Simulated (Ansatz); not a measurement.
# SnO2: band gap under strain

Aim: follow the gap of SnO2 built on the database structure prototype through these states: +4.6 % shear in the xy plane. The table at the end shows which levels were run.

Program: Ansatz 0.2.0. PAW datasets, plane waves. The values are computed, spin-unpolarised, and not measurements.

### Step 1. The structure to begin with

The unstrained cell was relaxed with r2SCAN; in each strained cell the atoms were relaxed again with r2SCAN. Names of k-points are those of the unstrained zone, where strain can split equivalent points. First state: +4.6 % shear in the xy plane.

The symmetry is Fddd (No. 70, orthorhombic); a = 5.527 Å, b = 5.785 Å, c = 10.203 Å in the conventional setting, 13.59 Å³ an atom. Around Sn lie 6 O at 2.06–2.08 Å; around O lie 3 Sn at 2.06–2.08 Å.

Structure file:

```cif
data_structure
_symmetry_space_group_name_H-M 'Fddd:1'
_symmetry_Int_Tables_number 70
_cell_length_a 5.5269
_cell_length_b 5.7848
_cell_length_c 10.2025
_cell_angle_alpha 90.000
_cell_angle_beta 90.000
_cell_angle_gamma 90.000
_cell_volume 326.19
loop_
_atom_site_label
_atom_site_type_symbol
_atom_site_symmetry_multiplicity
_atom_site_Wyckoff_symbol
_atom_site_fract_x
_atom_site_fract_y
_atom_site_fract_z
_atom_site_occupancy
Sn1 Sn 8 b 0.00000 0.50000 0.00000 1
O1 O 16 g 0.25000 0.75000 0.04640 1
```

From earlier runs on the unstrained cell: PBE 1.70 eV, r2SCAN 2.33 eV, HSE06 3.39 eV; a = 3.999 Å, c = 10.203 Å.

### Step 2. +4.6 % shear in the xy plane: PBE

input.yaml reads:

```yaml
crystal:
  lattice:
    - [-1.954045966, 1.954045966, 5.1012501359]
    - [1.954045966, -1.954045966, 5.1012501359]
    - [2.0452294454, 2.0452294454, -5.1012501359]
  atoms:
    - { symbol: Sn, position: [0.75, 0.25, 0.5] }
    - { symbol: Sn, position: [0.0, 0.0, 0.0] }
    - { symbol: O, position: [0.7964012638, 0.7964012638, 0.0] }
    - { symbol: O, position: [0.9535987362, 0.4535987362, 0.5] }
    - { symbol: O, position: [0.2035987362, 0.2035987362, 0.0] }
    - { symbol: O, position: [0.5464012638, 0.0464012638, 0.5] }
kpoints:
  mp_grid: { grid: [10, 10, 10] }
  band_path:
    path:
      - [0.0, 0.0, 0.0]
      - [0.0, 0.0, 0.5]
      - [0.25, 0.25, 0.25]
      - [0.0, 0.5, 0.0]
      - [0.5, 0.5, -0.5]
      - [0.2884139887, 0.7115860113, -0.2884139887]
      - [-0.2884139887, 0.2884139887, 0.2884139887]
      - [-0.0768279775, 0.0768279775, 0.5]
      - [0.5, 0.5, -0.0768279775]
      - [0.260417, 0.260417, 0.197917]
    npoints: 1
hamiltonian:
  xc: pbe
scf:
  occupations: { method: fermi_dirac, width: 0.02 }
  n_extra_bands: 5
output:
  forces: true
  stress: true
  eigenvalues: true
```

Command:

```sh
> ansatz run input.yaml --threads 4 --pin off --max-ram 4608MiB --backend cpu --events-out ev --progress --plain --runs-dir out
```

The runs that follow: +4.6 % shear in the xy plane: r2SCAN; +4.6 % shear in the xy plane: HSE06.

Q: Predict the outcome of this session.

As calculated:

Least gap in eV (negative: overlap), with the change from the unstrained cell in brackets:

```
                       state  volume change (%)           PBE        r2SCAN         HSE06
+4.6 % shear in the xy plane               -0.1  1.68 (-0.02)  2.30 (-0.03)  3.36 (-0.03)
```

**Reading.** The HSE06 gap hardly moves: by 0.028 eV at most. PBE and HSE06 differ by 1.69 eV on the unstrained gap, and by at most 0.01 eV on its change. Spin-orbit coupling is left out of the table, though the cell holds Sn (Z = 50); in an element this heavy it can shift bands and gaps by tenths of an eV.
